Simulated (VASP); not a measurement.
# FeSi (P1) in VASP: notebook

One crystal, FeSi, is run at these levels: PBE; tasks: band structure.

All numbers are computed with VASP 6.6.1; they aren't measurements. Logs are shortened: lines on timing, memory, paths and dates and some standing lists are left out, and cuts for length are marked.

### 1 The cell of the first run

The typed cell holds 8 atoms: a = 4.467 Å, b = 4.467 Å, c = 4.467 Å, α = 90.00°, β = 90.00°, γ = 90.00°.

### 2 Band structure, PBE, collinear spin, ferromagnetic start (atom 8 moved 0.45 Å)

POSCAR reads:

```
FeSi
1.0
    4.4670000000      0.0000000000      0.0000000000
    0.0000000000      4.4670000000      0.0000000000
    0.0000000000      0.0000000000      4.4670000000
Fe Si
4 4
Direct
    0.1421665700      0.1417370900      0.1396578900
    0.3741665700      0.8737370900      0.6396578900
    0.6421665700      0.3737370900      0.8716578900
    0.8741665700      0.6417370900      0.3716578900
    0.8526665700      0.8522370900      0.8501578900
    0.6636665700      0.1632370900      0.3501578900
    0.3526665700      0.6632370900      0.1611578900
    0.0983340300      0.2903403600      0.6158947700
```

INCAR.step1 reads:

```
SYSTEM = FeSi
  PREC = Accurate
  ENCUT = 500
  EDIFF = 1E-6
  ISMEAR = -1
  SIGMA = 0.05
  LREAL = .FALSE.
  LASPH = .TRUE.
  NELM = 100
  ALGO = Normal
  ISIF = 2
  LWAVE = .FALSE.
  LCHARG = .TRUE.
  ISPIN = 2
  MAGMOM = 3 3 3 3 0 0 0 0
  LORBIT = 11
  LMAXMIX = 4
  GGA = PE
```

KPOINTS.step1 reads:

```
regular mesh
0
G
  5 5 5
  0 0 0
```

INCAR.step2 reads:

```
SYSTEM = FeSi
  PREC = Accurate
  ENCUT = 500
  EDIFF = 1E-6
  ISMEAR = 0
  SIGMA = 0.05
  LREAL = .FALSE.
  LASPH = .TRUE.
  NELM = 100
  ALGO = Normal
  ISIF = 2
  LWAVE = .FALSE.
  LCHARG = .FALSE.
  ISPIN = 2
  MAGMOM = 3 3 3 3 0 0 0 0
  LORBIT = 11
  LMAXMIX = 4
  GGA = PE
  ICHARG = 11
```

KPOINTS.step2 reads:

```
path GXMGRX,MR
15
line-mode
reciprocal
 0.0000000000  0.0000000000  0.0000000000  G
 0.0000000000  0.5000000000  0.0000000000  X

 0.0000000000  0.5000000000  0.0000000000  X
 0.5000000000  0.5000000000  0.0000000000  M

 0.5000000000  0.5000000000  0.0000000000  M
 0.0000000000  0.0000000000  0.0000000000  G

 0.0000000000  0.0000000000  0.0000000000  G
 0.5000000000  0.5000000000  0.5000000000  R

 0.5000000000  0.5000000000  0.5000000000  R
 0.0000000000  0.5000000000  0.0000000000  X

 0.5000000000  0.5000000000  0.0000000000  M
 0.5000000000  0.5000000000  0.5000000000  R
```

Potentials or basis: VASP PAW PBE potentials, release 64 (Fe, Si).

On the command line:

```
$ cat potpaw_PBE.64/Fe/POTCAR potpaw_PBE.64/Si/POTCAR > POTCAR
$ cp INCAR.step1 INCAR
$ cp KPOINTS.step1 KPOINTS
$ mpirun -np 1 vasp_std > vasp.out
$ cp INCAR.step2 INCAR
$ cp KPOINTS.step2 KPOINTS
$ mpirun -np 1 vasp_std > vasp.out
```

OUTCAR:

```text
SYSTEM = FeSi
   PREC = Accurate
   ENCUT = 500
   EDIFF = 1E-6
   ISMEAR = 0
   LREAL = .FALSE.
   LASPH = .TRUE.
   NELM = 100
   ISIF = 2
   ISPIN = 2
   LORBIT = 11
   GGA = PE
   ICHARG = 11

 ion  position               nearest neighbor table
   1  0.142  0.142  0.140-   8 2.24   5 2.24   7 2.34   6 2.34   8 2.44   6 2.51   7 2.51   4 2.74
                             2 2.74   2 2.74   3 2.74   4 2.74   3 2.74
   2  0.374  0.874  0.640-   8 2.23   6 2.24   5 2.34   7 2.34   7 2.51   5 2.51   4 2.74   1 2.74
                             1 2.74   3 2.74   4 2.74   3 2.74   8 2.88
   3  0.642  0.374  0.872-   7 2.24   6 2.34   5 2.34   8 2.37   5 2.51   6 2.51   8 2.71   4 2.74
                             2 2.74   2 2.74   4 2.74   1 2.74   1 2.74
   4  0.874  0.642  0.372-   8 2.16   6 2.34   7 2.34   5 2.34   6 2.51   5 2.51   7 2.51   1 2.74
                             3 2.74   2 2.74   1 2.74   2 2.74   3 2.74
   5  0.853  0.852  0.850-   1 2.24   2 2.34   4 2.34   3 2.34   8 2.48   3 2.51   2 2.51   4 2.51
                             7 2.76   6 2.76   6 2.76   7 2.76   8 2.93
   6  0.664  0.163  0.350-   2 2.24   3 2.34   4 2.34   1 2.34   8 2.35   1 2.51   3 2.51   4 2.51
                             5 2.76   7 2.76   7 2.76   5 2.76   8 2.85
   7  0.353  0.663  0.161-   3 2.24   1 2.34   4 2.34   2 2.34   2 2.51   1 2.51   4 2.51   5 2.76
                             6 2.76   6 2.76   5 2.76   8 2.86
   8  0.098  0.290  0.616-   4 2.16   2 2.23   1 2.24   6 2.35   3 2.37   1 2.44   5 2.48   3 2.71
                             6 2.85   7 2.86   2 2.88   5 2.93

  LATTYP: Found a simple cubic cell.
 ALAT       =     4.4670000000

  Lattice vectors:

 A1 = (   4.4670000000,   0.0000000000,   0.0000000000)
 A2 = (   0.0000000000,   4.4670000000,   0.0000000000)
 A3 = (   0.0000000000,   0.0000000000,   4.4670000000)

Analysis of symmetry for initial positions (statically):
=====================================================================
 Subroutine PRICEL returns:
 Original cell was already a primitive cell.

 Routine SETGRP: Setting up the symmetry group for a
 simple cubic supercell.

 Subroutine GETGRP returns: Found  1 space group operations
 (whereof  1 operations were pure point group operations)
 out of a pool of 48 trial point group operations.

The static configuration has the point symmetry C_1 .

Analysis of symmetry for dynamics (positions and initial velocities):
=====================================================================
 Subroutine PRICEL returns:
 Original cell was already a primitive cell.

 Routine SETGRP: Setting up the symmetry group for a
 simple cubic supercell.

 Subroutine GETGRP returns: Found  1 space group operations
 (whereof  1 operations were pure point group operations)
 out of a pool of 48 trial point group operations.

[... 164 lines left out ...]

 E-fermi :   9.6649     XC(G=0): -12.7151

 val. band max:        9.6625415386   @ k =   0.0357   0.0357   0.0000
 cond. band min:       9.6649884390   @ k =   0.0000   0.0000   0.0000
 fundamental gap:      0.0024469004
 Fermi energy:         9.6648953467

 spin component 1

 k-point     1 :       0.0000    0.0000    0.0000
  band No.  band energies     occupation
      1      -3.7425      1.00000
      2       1.0764      1.00000
      3       1.6525      1.00000
      4       2.1861      1.00000
      5       4.2050      1.00000
      6       4.5123      1.00000
[... 901 lines left out ...]
     34      13.8699      0.00000
     35      15.3747      0.00000

 [... further k-points ...]

 spin component 2

 k-point     1 :       0.0000    0.0000    0.0000
  band No.  band energies     occupation
      1      -3.7723      1.00000
      2       1.0663      1.00000
      3       1.6671      1.00000
      4       2.2093      1.00000
      5       4.2696      1.00000
      6       4.5961      1.00000
[... 901 lines left out ...]
     34      14.0819      0.00000
     35      15.5017      0.00000

 [... further k-points ...]

------------------------ aborting loop because EDIFF is reached ----------------------------------------

  FORCE on cell =-STRESS in cart. coord.  units (eV):
  Direction    XX          YY          ZZ          XY          YZ          ZX
  --------------------------------------------------------------------------------------
  -------------------------------------------------------------------------------------
  Total        3.5000454      0.1377062     15.0489596     -0.0692397      0.0119639      0.6877207
  in kB       62.9124212      2.4752331    270.5012030     -1.2445661      0.2150483     12.3616045
  external PRESSURE =     111.9629524 kB  Pullay stress =       0.0000000 kB

 VOLUME and BASIS-vectors are now :
 -----------------------------------------------------------------------------
  energy-cutoff  :      500.00
  volume of cell :       89.13
      direct lattice vectors                 reciprocal lattice vectors
     4.467000000  0.000000000  0.000000000     0.223863891  0.000000000  0.000000000
     0.000000000  4.467000000  0.000000000     0.000000000  0.223863891  0.000000000
     0.000000000  0.000000000  4.467000000     0.000000000  0.000000000  0.223863891

 POSITION                                       TOTAL-FORCE (eV/Angst)
 -----------------------------------------------------------------------------------
      0.63506      0.63314      0.62385         0.593648     -0.014646     -1.013607
      1.67140      3.90298      2.85735        -0.459148     -0.430074     -0.226296
      2.86856      1.66948      3.89370        -0.287613     -0.564907     -0.292286
      3.90490      2.86664      1.66020        -0.753152      0.877997     -0.370544
      3.80886      3.80694      3.79766        -0.856057     -0.843875      0.536497
      2.96460      0.72918      1.56416        -0.672649     -0.021283     -0.485359
      1.57536      2.96268      0.71989        -0.685684      0.010389     -0.224682
      0.43926      1.29695      2.75120         3.120656      0.986400      2.076278
 -----------------------------------------------------------------------------------
    total drift:                               -0.006266     -0.044557     -0.010978

  FREE ENERGIE OF THE ION-ELECTRON SYSTEM (eV)
  ---------------------------------------------------
  free  energy   TOTEN  =       -57.9503203736 eV

  energy  without entropy=      -57.9398262306  energy(sigma->0) =      -57.94507330

 total charge

# of ion       s       p       d       tot
------------------------------------------
    1        0.450   0.642   6.627   7.719
    2        0.445   0.619   6.589   7.653
    3        0.439   0.604   6.573   7.617
    4        0.450   0.627   6.549   7.626
    5        0.736   0.901   0.000   1.637
    6        0.733   0.909   0.000   1.642
    7        0.741   0.874   0.000   1.615
    8        0.747   0.931   0.000   1.678
--------------------------------------------------
tot          4.741   6.108  26.339  37.187

 magnetization (x)

# of ion       s       p       d       tot
------------------------------------------
    1       -0.001  -0.005   0.488   0.482
    2        0.001  -0.002   0.588   0.588
    3        0.002   0.002   0.810   0.814
    4       -0.000  -0.003   0.437   0.434
    5       -0.006  -0.022   0.000  -0.028
    6       -0.007  -0.021   0.000  -0.027
    7       -0.007  -0.019   0.000  -0.026
    8       -0.006  -0.021   0.000  -0.027
--------------------------------------------------
tot         -0.024  -0.090   2.324   2.209
```

It took 5.7 min on 1 thread of Intel Xeon 6975P-C (Granite Rapids), shared host; peak memory 0.48 GiB.

What came out:

- Band gap along the path: none (metal or under the smearing width)
- Net moment: 2.27 μB per cell

Levels at the corners of the path, in eV from the Fermi level:
Spin up:
| point | band 21 | band 22 | band 23 | band 24 | band 25 | band 26 | band 27 | band 28 | band 29 | band 30 |
| --- | --- | --- | --- | --- | --- | --- | --- | --- | --- | --- |
| Γ | -0.60 | -0.50 | -0.46 | -0.41 | 0.16 | 0.22 | 0.34 | 2.29 | 2.80 | 2.90 |
| X | -0.78 | -0.77 | -0.42 | -0.35 | -0.20 | -0.12 | 1.13 | 1.63 | 1.83 | 2.00 |
| X | -0.78 | -0.77 | -0.42 | -0.35 | -0.20 | -0.12 | 1.13 | 1.63 | 1.83 | 2.00 |
| M | -1.38 | -1.18 | -0.75 | -0.70 | 0.17 | 0.33 | 0.68 | 0.98 | 2.46 | 2.66 |
| M | -1.38 | -1.18 | -0.75 | -0.70 | 0.17 | 0.33 | 0.68 | 0.98 | 2.46 | 2.66 |
| Γ | -0.60 | -0.50 | -0.46 | -0.41 | 0.16 | 0.22 | 0.34 | 2.29 | 2.80 | 2.90 |
| Γ | -0.60 | -0.50 | -0.46 | -0.41 | 0.16 | 0.22 | 0.34 | 2.29 | 2.80 | 2.90 |
| R | -1.03 | -0.94 | -0.93 | -0.85 | 0.04 | 0.05 | 0.09 | 0.20 | 4.36 | 5.27 |
| R | -1.03 | -0.94 | -0.93 | -0.85 | 0.04 | 0.05 | 0.09 | 0.20 | 4.36 | 5.27 |
| X | -0.78 | -0.77 | -0.42 | -0.35 | -0.20 | -0.12 | 1.13 | 1.63 | 1.83 | 2.00 |
| M | -1.38 | -1.18 | -0.75 | -0.70 | 0.17 | 0.33 | 0.68 | 0.98 | 2.46 | 2.66 |
| R | -1.03 | -0.94 | -0.93 | -0.85 | 0.04 | 0.05 | 0.09 | 0.20 | 4.36 | 5.27 |
Spin down:
| point | band 20 | band 21 | band 22 | band 23 | band 24 | band 25 | band 26 | band 27 |
| --- | --- | --- | --- | --- | --- | --- | --- | --- |
| Γ | -0.26 | -0.16 | 0.02 | 0.14 | 0.39 | 0.78 | 0.92 | 1.02 |
| X | -0.99 | -0.27 | -0.14 | 0.14 | 0.26 | 0.45 | 0.51 | 1.63 |
| X | -0.99 | -0.27 | -0.14 | 0.14 | 0.26 | 0.45 | 0.51 | 1.63 |
| M | -0.95 | -0.85 | -0.62 | -0.28 | -0.14 | 0.78 | 0.92 | 1.27 |
| M | -0.95 | -0.85 | -0.62 | -0.28 | -0.14 | 0.78 | 0.92 | 1.27 |
| Γ | -0.26 | -0.16 | 0.02 | 0.14 | 0.39 | 0.78 | 0.92 | 1.02 |
| Γ | -0.26 | -0.16 | 0.02 | 0.14 | 0.39 | 0.78 | 0.92 | 1.02 |
| R | -0.50 | -0.48 | -0.41 | -0.40 | -0.21 | 0.65 | 0.74 | 0.83 |
| R | -0.50 | -0.48 | -0.41 | -0.40 | -0.21 | 0.65 | 0.74 | 0.83 |
| X | -0.99 | -0.27 | -0.14 | 0.14 | 0.26 | 0.45 | 0.51 | 1.63 |
| M | -0.95 | -0.85 | -0.62 | -0.28 | -0.14 | 0.78 | 0.92 | 1.27 |
| R | -0.50 | -0.48 | -0.41 | -0.40 | -0.21 | 0.65 | 0.74 | 0.83 |

Caveat: the log is that of the step along the path at fixed density, whose energy, stress, charges and moments have no meaning.

### 3 Band structure, PBE, collinear spin, ferromagnetic start (atom 8 moved 0.45 Å)

POSCAR is that of step 2.

Edit INCAR.step1 of step 2 so:

```diff
@@ -2,3 +2,3 @@
   PREC = Accurate
-  ENCUT = 500
+  ENCUT = 520
   EDIFF = 1E-6
@@ -8,4 +8,4 @@
   LASPH = .TRUE.
-  NELM = 100
-  ALGO = Normal
+  NELM = 150
+  ALGO = Fast
   ISIF = 2
@@ -18 +18,2 @@
   GGA = PE
+  NBANDS = 50
```

KPOINTS.step1 reads:

```
Automatic mesh
0
G
  5 5 5
  0 0 0
```

INCAR.step2 reads:

```
SYSTEM = FeSi
  PREC = Accurate
  ENCUT = 520
  EDIFF = 1E-6
  ISMEAR = 0
  SIGMA = 0.05
  LREAL = .FALSE.
  LASPH = .TRUE.
  NELM = 150
  ALGO = Fast
  ISIF = 2
  LWAVE = .FALSE.
  LCHARG = .FALSE.
  ISPIN = 2
  MAGMOM = 3 3 3 3 0 0 0 0
  LORBIT = 11
  LMAXMIX = 4
  GGA = PE
  NBANDS = 50
  ICHARG = 11
```

Edit KPOINTS.step2 of step 2 so:

```diff
@@ -1,3 +1,3 @@
 path GXMGRX,MR
-15
+20
 line-mode
```

Potentials or basis: VASP PAW PBE potentials, release 64 (Fe_pv, Si).

On the command line:

```
$ cat potpaw_PBE.64/Fe_pv/POTCAR potpaw_PBE.64/Si/POTCAR > POTCAR
$ cp INCAR.step1 INCAR
$ cp KPOINTS.step1 KPOINTS
$ mpirun -np 1 vasp_std > vasp.out
$ cp INCAR.step2 INCAR
$ cp KPOINTS.step2 KPOINTS
$ mpirun -np 1 vasp_std > vasp.out
```

Run time: 16 min. Hardware: 1 thread of Intel Xeon 6975P-C (Granite Rapids), shared host; peak memory 0.73 GiB.

It converged, with:

- Band gap along the path: none (metal or under the smearing width)
- Net moment: 2.24 μB per cell

Levels at the corners of the path, in eV from the Fermi level:
Spin up:
```tsv
point	band 33	band 34	band 35	band 36	band 37	band 38	band 39	band 40	band 41	band 42
Γ	-0.59	-0.50	-0.46	-0.40	0.17	0.22	0.35	2.29	2.80	2.89
X	-0.78	-0.76	-0.42	-0.35	-0.20	-0.11	1.13	1.63	1.83	2.00
X	-0.78	-0.76	-0.42	-0.35	-0.20	-0.11	1.13	1.63	1.83	2.00
M	-1.38	-1.19	-0.75	-0.70	0.17	0.33	0.68	0.98	2.46	2.66
M	-1.38	-1.19	-0.75	-0.70	0.17	0.33	0.68	0.98	2.46	2.66
Γ	-0.59	-0.50	-0.46	-0.40	0.17	0.22	0.35	2.29	2.80	2.89
Γ	-0.59	-0.50	-0.46	-0.40	0.17	0.22	0.35	2.29	2.80	2.89
R	-1.03	-0.94	-0.93	-0.85	0.05	0.06	0.09	0.20	4.34	5.26
R	-1.03	-0.94	-0.93	-0.85	0.05	0.06	0.09	0.20	4.34	5.26
X	-0.78	-0.76	-0.42	-0.35	-0.20	-0.11	1.13	1.63	1.83	2.00
M	-1.38	-1.19	-0.75	-0.70	0.17	0.33	0.68	0.98	2.46	2.66
R	-1.03	-0.94	-0.93	-0.85	0.05	0.06	0.09	0.20	4.34	5.26
```
Spin down:
```
point  band 31  band 32  band 33  band 34  band 35  band 36  band 37  band 38  band 39  band 40
    Γ    -1.38    -0.26    -0.16     0.02     0.14     0.38     0.78     0.92     1.01     2.58
    X    -1.11    -1.00    -0.28    -0.14     0.13     0.26     0.45     0.50     1.63     2.11
    X    -1.11    -1.00    -0.28    -0.14     0.13     0.26     0.45     0.50     1.63     2.11
    M    -1.05    -0.95    -0.86    -0.63    -0.29    -0.14     0.78     0.91     1.26     1.52
    M    -1.05    -0.95    -0.86    -0.63    -0.29    -0.14     0.78     0.91     1.26     1.52
    Γ    -1.38    -0.26    -0.16     0.02     0.14     0.38     0.78     0.92     1.01     2.58
    Γ    -1.38    -0.26    -0.16     0.02     0.14     0.38     0.78     0.92     1.01     2.58
    R    -0.64    -0.51    -0.48    -0.42    -0.41    -0.21     0.64     0.73     0.82     0.84
    R    -0.64    -0.51    -0.48    -0.42    -0.41    -0.21     0.64     0.73     0.82     0.84
    X    -1.11    -1.00    -0.28    -0.14     0.13     0.26     0.45     0.50     1.63     2.11
    M    -1.05    -0.95    -0.86    -0.63    -0.29    -0.14     0.78     0.91     1.26     1.52
    R    -0.64    -0.51    -0.48    -0.42    -0.41    -0.21     0.64     0.73     0.82     0.84
```

Caveat: the log is that of the step along the path at fixed density, whose energy, stress, charges and moments have no meaning.

### 4 Band structure, PBE, collinear spin, ferromagnetic start (atom 8 moved 0.45 Å)

POSCAR is that of step 3.

INCAR.step1 reads:

```
SYSTEM = FeSi
ALGO = Normal
EDIFF = 1E-7
ENCUT = 550
GGA = PE
ISIF = 2
ISMEAR = -1
ISPIN = 2
LASPH = .True.
LCHARG = .True.
LMAXMIX = 4
LORBIT = 11
LREAL = .False.
LWAVE = .False.
MAGMOM = 3 3 3 3 0 0 0 0
NELM = 100
PREC = Accurate
SIGMA = 0.05
```

KPOINTS.step1 reads:

```
k-points
0
Gamma
  5 5 5
  0 0 0
```

INCAR.step2 reads:

```
SYSTEM = FeSi
ALGO = Normal
EDIFF = 1E-7
ENCUT = 550
GGA = PE
ICHARG = 11
ISIF = 2
ISMEAR = 0
ISPIN = 2
LASPH = .True.
LCHARG = .False.
LMAXMIX = 4
LORBIT = 11
LREAL = .False.
LWAVE = .False.
MAGMOM = 3 3 3 3 0 0 0 0
NELM = 100
PREC = Accurate
SIGMA = 0.05
```

Edit KPOINTS.step2 of step 3 so:

```diff
@@ -1,3 +1,3 @@
 path GXMGRX,MR
-20
+10
 line-mode
```

Potentials or basis: VASP PAW PBE potentials, release 64 (Fe_GW, Si_GW).

On the command line:

```
$ cat potpaw_PBE.64/Fe_GW/POTCAR potpaw_PBE.64/Si_GW/POTCAR > POTCAR
$ cp INCAR.step1 INCAR
$ cp KPOINTS.step1 KPOINTS
$ mpirun -np 1 vasp_std > vasp.out
$ cp INCAR.step2 INCAR
$ cp KPOINTS.step2 KPOINTS
$ mpirun -np 1 vasp_std > vasp.out
```

Run time: 11 min. Hardware: 1 thread of Intel Xeon 6975P-C (Granite Rapids), shared host; peak memory 0.48 GiB.

Results (log left out):

```yaml
Band_gap_along_the_path: none (metal or under the smearing width)
Net_moment: 2.64 μB per cell
```

Levels at the corners of the path, in eV from the Fermi level:
Spin up:
```
point  band 22  band 23  band 24  band 25  band 26  band 27  band 28  band 29
    Γ    -0.55    -0.51    -0.47     0.12     0.18     0.30     2.28     2.78
    X    -0.82    -0.47    -0.39    -0.25    -0.16     1.10     1.60     1.79
    X    -0.82    -0.47    -0.39    -0.25    -0.16     1.10     1.60     1.79
    M    -1.22    -0.79    -0.76     0.13     0.29     0.64     0.94     2.44
    M    -1.22    -0.79    -0.76     0.13     0.29     0.64     0.94     2.44
    Γ    -0.55    -0.51    -0.47     0.12     0.18     0.30     2.28     2.78
    Γ    -0.55    -0.51    -0.47     0.12     0.18     0.30     2.28     2.78
    R    -0.98    -0.96    -0.89     0.00     0.01     0.04     0.15     4.35
    R    -0.98    -0.96    -0.89     0.00     0.01     0.04     0.15     4.35
    X    -0.82    -0.47    -0.39    -0.25    -0.16     1.10     1.60     1.79
    M    -1.22    -0.79    -0.76     0.13     0.29     0.64     0.94     2.44
    R    -0.98    -0.96    -0.89     0.00     0.01     0.04     0.15     4.35
```
Spin down:
| point | band 20 | band 21 | band 22 | band 23 | band 24 | band 25 | band 26 | band 27 |
| --- | --- | --- | --- | --- | --- | --- | --- | --- |
| Γ | -0.22 | -0.11 | 0.07 | 0.19 | 0.43 | 0.85 | 0.98 | 1.08 |
| X | -0.95 | -0.23 | -0.10 | 0.18 | 0.31 | 0.52 | 0.57 | 1.68 |
| X | -0.95 | -0.23 | -0.10 | 0.18 | 0.31 | 0.52 | 0.57 | 1.68 |
| M | -0.90 | -0.81 | -0.58 | -0.24 | -0.10 | 0.84 | 0.98 | 1.31 |
| M | -0.90 | -0.81 | -0.58 | -0.24 | -0.10 | 0.84 | 0.98 | 1.31 |
| Γ | -0.22 | -0.11 | 0.07 | 0.19 | 0.43 | 0.85 | 0.98 | 1.08 |
| Γ | -0.22 | -0.11 | 0.07 | 0.19 | 0.43 | 0.85 | 0.98 | 1.08 |
| R | -0.46 | -0.43 | -0.37 | -0.36 | -0.16 | 0.71 | 0.80 | 0.88 |
| R | -0.46 | -0.43 | -0.37 | -0.36 | -0.16 | 0.71 | 0.80 | 0.88 |
| X | -0.95 | -0.23 | -0.10 | 0.18 | 0.31 | 0.52 | 0.57 | 1.68 |
| M | -0.90 | -0.81 | -0.58 | -0.24 | -0.10 | 0.84 | 0.98 | 1.31 |
| R | -0.46 | -0.43 | -0.37 | -0.36 | -0.16 | 0.71 | 0.80 | 0.88 |

Caveat: the log is that of the step along the path at fixed density, whose energy, stress, charges and moments have no meaning.

### 5 The runs side by side

| potentials or basis | cutoff (eV) | further INCAR settings | moment (μB) |
| --- | --- | --- | --- |
| VASP PAW PBE potentials, release 64 (Fe, Si) | 500 | ALGO = Normal; EDIFF = 1e-06 | 2.27 |
| VASP PAW PBE potentials, release 64 (Fe_pv, Si) | 520 | ALGO = Fast; EDIFF = 1e-06; NBANDS = 50 | 2.24 |
| VASP PAW PBE potentials, release 64 (Fe_GW, Si_GW) | 550 | ALGO = Normal; EDIFF = 1e-07 | 2.64 |

Alike in all rows: task band structure; level PBE; spin collinear, ferromagnetic start; cell atom 8 moved 0.45 Å; k mesh 5 × 5 × 5; smearing fermi-dirac 0.05 eV.

Absolute energies hang on the potentials; compare differences alone.
